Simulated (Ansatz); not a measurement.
# ZrSe2 (P-3m1) in Ansatz: band structure with PBE0

Aim: the band structure of ZrSe2 with PBE0.

Everything below comes from runs of Ansatz 0.2.0. Logs are shortened: lines on timing, memory, paths and dates and some standing lists are left out, and cuts for length are marked.

**What was measured.**

From “Stress-Tuned Optical Transitions in Layered 1T-MX2 (M= Hf, Zr, Sn; X= S, Se) Crystals”, 2022, arxiv:2210.12074, for a bulk crystal of ZrSe2: band gap 1.2 eV (indirect).

The runs below are set against these values where they give the same quantity.

### 1 Starting point

Symmetry: P-3m1, No. 164, trigonal system. The conventional cell has a = 3.798 Å, b = 3.798 Å, c = 6.192 Å, α = 90.00°, β = 90.00°, γ = 120.00°. Zr (site symmetry -3m) is surrounded by 6 Se at 2.68 Å. Se (site symmetry 3m) is surrounded by 3 Zr at 2.68 Å.

### 2 Band structure, PBE0

Input file input:

```
crystal:
  lattice:
    - [3.798, 0.0, 0.0]
    - [-1.899, 3.2891644836, 0.0]
    - [0.0, 0.0, 6.192]
  atoms:
    - { symbol: Zr, position: [0.0, 0.0, 0.0] }
    - { symbol: Se, position: [0.6666666667, 0.3333333333, 0.75] }
    - { symbol: Se, position: [0.3333333333, 0.6666666667, 0.25] }
hamiltonian:
  xc: pbe0
  pseudopotentials: { kind: paw }
kpoints:
  mp_grid: { grid: [6, 6, 4] }
  band_path:
    path:
      - [[0.0, 0.0, 0.0], [0.5, 0.0, 0.0], [0.3333333333, 0.3333333333, 0.0], [0.0, 0.0, 0.0], [0.0, 0.0, 0.5], [0.5, 0.0, 0.5], [0.3333333333, 0.3333333333, 0.5], [0.0, 0.0, 0.5]]
      - [[0.5, 0.0, 0.5], [0.5, 0.0, 0.0]]
      - [[0.3333333333, 0.3333333333, 0.0], [0.3333333333, 0.3333333333, 0.5]]
    npoints: 4
scf:
  occupations: { method: fermi_dirac, width: 0.05 }
  n_extra_bands: 7
output:
  forces: true
  stress: true
  eigenvalues: true
  fatbands: false
```

Potentials or basis: Ansatz PAW.

The program printed:

```text
Warning: output.stress: scf.convergence.dr2_threshold = 1e-7 eV (the SCF's general default) is looser than the 3e-10 eV advised for a printed stress (1e-10 eV for each atom of the cell: 3). What an SCF threshold leaves in a stress goes as its square root, and in the free energy as the threshold itself, and one threshold admits the most on a small cell: of the crystals measured, under no hybrid functional and no lock of the moments, on runs that ended without the residual-converged pass, on stresses that held no estimate of that error, the worst erred by over 100 MPa in a component at 1e-7 eV an atom and by under 5 at 1e-10. Set scf.convergence.dr2_threshold to 3e-10 eV or tighter. The threshold is an SCF's pass mark: one that does not reach it within its budget of iterations ends unconverged, or closes short of it on a stop that the run arms, and scf.convergence.dr2_threshold's page says what that costs each kind of run
Warning: output.stress: scf.exx.energy_threshold = 1e-6 eV is looser than the 3e-8 eV advised for a stress under a hybrid functional (1e-8 eV for each atom of the cell: 3). Every SCF of the exchange loop can meet its threshold on dr2 while the loop round them stops early: no threshold on dr2 bounds what that leaves in the stress. Set scf.exx.energy_threshold to 3e-8 eV or tighter. The threshold is the loop's pass mark: a loop that does not reach it within its budget of cycles ends unconverged, and scf.exx.energy_threshold's page has the law
scf.n_extra_bands = 7 over 22 filled bands (N_el = 44.0): the run solves 29 bands
GPUs: using 1 of 1 available (devices: 1).
Engine: ansatz 0.2.0, x86_64-unknown-linux-gnu
Pseudopotentials: kind: paw
Pseudopotential: Zr, paw, valence charge 12, recommended cutoff 420 eV (normal), Zr.paw.azcp
Pseudopotential: Se, paw, valence charge 16, recommended cutoff 420 eV (normal), Se.paw.azcp
Functional definition: PBE0
  parameter a = 0.25
  parameter kappa = 0.804
  parameter beta = 0.06672455060314922
  exchange = (1 - a)*pbe_x(kappa = kappa, mu = beta*pi^2/3) + a*exact_x
  correlation = pbe_c(beta = beta)
device memory: the entry about to start is reckoned to put 0.9 GiB on a device that reports 34.1 GiB free (of which the cap on the GPU budget leaves the run 18.0 GiB)
GPU FFT provider: cuFFT
GPU libraries: cuBLAS 13.8.2, cuFFT 12.4.0, cuSOLVER 12.3.4
Crystal: 3 atoms, lattice volume = 77.352 Å³
Basis set: ecut = 420 eV, 1521 PW (Γ), exchange–correlation on 54×54×90 points (8 copies of the dense FFT grid, shifted against one another)
Bands: 29, of which v1, the nominal top of the filled ones, is band 22 counted from 1 (21 counted from 0)
Symmetry: 12 space group operations
Space group: P-3m1 (ITA 164), of the structure as read, at distance tolerance 4.3e-5 Å
k-points: 24 of 144
Non-local potential: Zr, projectors of the file, l = 0: 3, l = 1: 2, l = 2: 2, l = 3: 2
Non-local potential: Se, projectors of the file, l = 0: 2, l = 1: 2, l = 2: 3, l = 3: 1
PAW form: soft (Blöchl's): semilocal exchange-correlation on the pseudo side does not see the compensation charge
PAW frozen core: Zr, regenerated for the run's functional, and the local potential with it (the file was generated under x = pbe(κ = 0.804, μ = 0.2195149727645171), c = pbe(β = 0.06672455060314922))
PAW frozen core: Se, regenerated for the run's functional, and the local potential with it (the file was generated under x = pbe(κ = 0.804, μ = 0.2195149727645171), c = pbe(β = 0.06672455060314922))
PAW one-centre angular grid: Zr, 590 points (default); XC on 64 Gauss nodes
[... 62 lines left out ...]
SCF iter   2: F=-15131.227809 eV  HF=-15131.227809 eV  |F-HF|=6.26e-10  |Δ(HF+E_count)|=   2.00e-9  Δρ=1.20e-6  dr2=9.10e-10  ethr=2.07e-12  ⟨swp⟩=4.4  Hψ=2168  notcnv=0  defer=2
SCF 4 converged in 2 iterations: F = -15131.227809 eV  dr2 = 9.10e-10
  Residual-converged pass: ⟨swp⟩=2.9  Hψ=1272  notcnv=0  max |occ|·‖R‖ = 3.9e-7 eV (tolerance 4.0e-7 eV)  dr2=9.10e-10  dr2_onsite=4.75e-11  max |Δocc| = 1.4e-18
hybrid outer 3: dexx = +1.274e-9 eV, tail = 1.96e-9 eV, Δε = 8.11e-5 eV (about 2.54e-5 eV left of the loop's levels), ΔF = 1.62e-4 eV/Å (tail 3.90e-4)
device memory: the entry about to start is reckoned to put 0.6 GiB on a device that reports 37.2 GiB free (of which the cap on the GPU budget leaves the run 18.0 GiB)
NSCF: frozen V_eff on 39 k-points, pencils in batches of 32, up to order 128
hybrid SCF converged: 3 outer / 16 inner (+5 warm-up), last move |dexx| = 1.27e-9 eV, tail = 1.96e-9 eV
Stability not checked: this state was not tested for a lower state beside it, because the functional holds exact exchange (a hybrid, or Hartree-Fock), whose exchange loop this test does not read (fock_operator; see scf.lower_state_search)
Free energy (F): -15131.227809 eV
Frozen-core exchange: fock
Harris-Foulkes:  -15131.227809 eV  (|F-HF|=6.26e-10)
Internal energy: -15131.227809 eV  (E = F + TS)
E sigma→0 (E₀):  -15131.227809 eV
Fermi energy:    8.778795 eV
--- Per-component energies (eV) ---
  E_band       = -1036.475473
  E_kinetic    = 568.235081
  E_local      = -5894.409963  (includes V_loc(G=0)·N_el)
  E_nonlocal   = -1116.495236
  E_hartree    = 2784.926361
  E_xc         = -286.176553
  E_vxc        = -300.141746  (∫ρ·V_xc dr)
  E_exx        = -186.304934  (= α·E_x^exact, valence–valence)
  E_paw        = -6675.126847  (= ΣΔE_a)
  E_vpaw       = 509.094831  (= ΣTr[D̂ρ^β])
  E_aug_tail   = -0.001171  (compensation charges beyond the density's cutoff)
  E_ewald      = -4323.301427
  E_core_change = -2.573121  (= ΣΔE_core)
  E_smearing   = -0.000000  (= −TS)
  E_closure    = 0.000000  (closes the sum)
  Σ components = -15131.227809   (vs F -15131.227809, Δ=0.00e0)
--- Forces (eV/Å), atoms counted from 1 ---
  atom   1  Zr     0.00000000    -0.00000000     0.00000000
  atom   2  Se     0.00000000    -0.00000000    -0.05447547
  atom   3  Se    -0.00000000     0.00000000     0.05447547
  max |Σ_I F_I| component: 2.31e-18 eV/Å
--- Stress (GPa, compression-positive) ---
        0.406224      -0.000000       0.000000
        0.000000       0.406224      -0.000000
        0.000000      -0.000000       1.616187
  P = ⅓ Tr σ = 0.8095 GPa (8.095 kbar)
--- Band table (eV; the first three rows and the last of 24) ---
  k-point 0: bands = ["-45.1863", "-42.7098", "-42.7098", "-42.7094", "-42.7094", "-42.7045", "-42.7042", "-42.7011", "-42.7011", "-42.7010", "-42.7010", "-21.8352", "-21.6983", "-21.6983", "-6.6595", "-5.2123", "2.6561", "4.8245", "4.8245", "7.9014", "7.9014", "7.9477", "10.4052", "10.4052", "11.0394", "13.8190", "13.8190", "14.2799", "14.4425"]
  k-point 1: bands = ["-45.1863", "-42.7097", "-42.7097", "-42.7095", "-42.7095", "-42.7045", "-42.7042", "-42.7012", "-42.7012", "-42.7009", "-42.7009", "-21.8352", "-21.6983", "-21.6983", "-6.5399", "-5.3994", "3.1446", "4.8497", "4.8497", "6.8541", "7.8103", "7.8103", "10.3911", "10.3911", "11.3321", "14.0345", "14.0345", "14.6397", "15.2061"]
  k-point 2: bands = ["-45.1863", "-42.7097", "-42.7097", "-42.7095", "-42.7095", "-42.7044", "-42.7043", "-42.7012", "-42.7012", "-42.7009", "-42.7009", "-21.8353", "-21.6983", "-21.6983", "-6.3688", "-5.6350", "3.9315", "4.8759", "4.8759", "5.6577", "7.7216", "7.7216", "10.3762", "10.3762", "11.4538", "14.2655", "14.2655", "14.8998", "16.4440"]
  k-point 23: bands = ["-45.1733", "-42.7098", "-42.7095", "-42.7095", "-42.7060", "-42.7039", "-42.7039", "-42.7007", "-42.7007", "-42.7006", "-42.7005", "-21.8518", "-21.8518", "-21.7792", "-5.2857", "-5.2857", "3.7255", "3.7255", "4.1108", "5.2294", "5.6684", "5.6684", "11.2550", "11.7407", "11.7407", "14.3916", "14.3916", "17.1597", "17.1597"]
```

Run time: 2 min. Hardware: 1 × NVIDIA H100 80GB HBM3 with 2 threads of AMD EPYC 7R13 (Zen 3), shared host; peak memory 3.1 GiB.

What came out:

| Property | Result |
| --- | --- |
| Free energy | -15131.2278 eV |
| Pressure | 0.8 GPa |
| Largest force | 0.054 eV/Å |
| Band gap on the k mesh | 1.69 eV, indirect (least direct gap 2.46 eV) |
| Band gap along the path | 1.69 eV, indirect (least direct gap 2.46 eV) |

Forces in eV/Å, atoms in the order of the input:
```
Zr   0.000  0.000  0.000
Se   0.000  0.000 -0.054
Se   0.000  0.000  0.054
```

Levels at the corners of the path, in eV from the valence-band top:
```
point  band 18  band 19  band 20  band 21  band 22  band 23  band 24  band 25  band 26  band 27
    Γ    -3.12    -3.12    -0.05    -0.05     0.00     2.46     2.46     3.09     5.87     5.87
    M    -3.40    -2.99    -2.88    -2.43    -1.57     1.89     4.16     4.54     6.46     6.73
    K    -4.03    -4.03    -2.63    -2.63    -2.06     3.21     4.21     4.21     5.61     5.61
    Γ    -3.12    -3.12    -0.05    -0.05     0.00     2.46     2.46     3.09     5.87     5.87
    A    -3.07    -3.07    -2.29    -0.23    -0.23     2.43     2.43     3.51     6.32     6.32
    L    -4.12    -3.07    -2.86    -1.24    -1.14     1.69     4.14     4.52     6.09     6.43
    H    -4.22    -3.84    -2.72    -2.28    -2.28     3.31     3.79     3.79     6.44     6.44
    A    -3.07    -3.07    -2.29    -0.23    -0.23     2.43     2.43     3.51     6.32     6.32
    L    -4.12    -3.07    -2.86    -1.24    -1.14     1.69     4.14     4.52     6.09     6.43
    M    -3.40    -2.99    -2.88    -2.43    -1.57     1.89     4.16     4.54     6.46     6.73
    K    -4.03    -4.03    -2.63    -2.63    -2.06     3.21     4.21     4.21     5.61     5.61
    H    -4.22    -3.84    -2.72    -2.28    -2.28     3.31     3.79     3.79     6.44     6.44
```

Caveat: this functional lacks dispersion, which binds the layers, so the pressure and a relaxed spacing across them are unreliable; the PAW data sets come from PBE, with cores solved anew for the run's functional, which leaves a small shift of forces and pressure; the thresholds are loose for stress.

### 3 Against experiment

Step 2. Against the measured gap of ZrSe2, 1.2 eV (indirect; quoted in “Stress-Tuned Optical Transitions in Layered 1T-MX2 (M= Hf, Zr, Sn; X= S, Se) Crystals”, 2022, arxiv:2210.12074), the calculated 1.69 eV is off by +0.49 eV. Spin-orbit coupling on Se, Zr is left out. The value is that of PBE0, without temperature or zero-point motion.
